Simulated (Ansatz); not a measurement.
## WC: band structure with PBEsol

WC:

```
W C
1.0
     0.00000    2.19268    2.19268
     2.19268    0.00000    2.19268
     2.19268    2.19268    0.00000
W C
1 1
Direct
  0.00000 0.00000 0.00000
  0.50000 0.50000 0.50000
```

Measurements of this composition are mostly on another form, of space group No. 187.

```yaml
Program: Ansatz 0.2.0
Task: band structure
Functional: PBEsol
Potentials_or_basis: all-electron PAW datasets made for the crystal
Cutoff: 340 eV (chosen from the basis error)
k_mesh: 10 × 10 × 10
Occupations: fermi-dirac, width 0.05 eV
Spin: no spin polarisation
```

* Pressure: -10.2 GPa
* Band gap along the path: none (metal or under the smearing width)

Levels at the corners of the path, in eV from the Fermi level:
```tsv
point	band 5	band 6	band 7	band 8	band 9	band 10	band 11	band 12	band 13	band 14
Γ	-15.83	-2.81	-2.81	-2.81	-1.07	-1.07	-1.07	-1.02	-1.02	6.42
X	-13.58	-5.84	-5.63	-2.52	-2.52	0.80	2.23	2.23	5.37	7.22
W	-12.66	-6.35	-6.11	-6.11	0.44	0.44	2.24	3.39	4.87	11.74
K	-12.79	-7.02	-5.96	-4.90	-1.74	1.39	2.48	4.81	4.81	9.70
Γ	-15.83	-2.81	-2.81	-2.81	-1.07	-1.07	-1.07	-1.02	-1.02	6.42
L	-11.17	-9.85	-6.63	-6.63	1.00	1.00	2.28	4.85	8.75	8.75
U	-12.79	-7.02	-5.96	-4.90	-1.74	1.39	2.48	4.81	4.81	9.70
W	-12.66	-6.35	-6.11	-6.11	0.44	0.44	2.24	3.39	4.87	11.74
```

Run time: 21 s on 1 thread of AMD EPYC 7R43 64-Core Processor (Zen 3), with other jobs on the host, peak memory 0.59 GiB.

Caveat: spin-orbit coupling is left out, which moves the levels of the heavy elements.
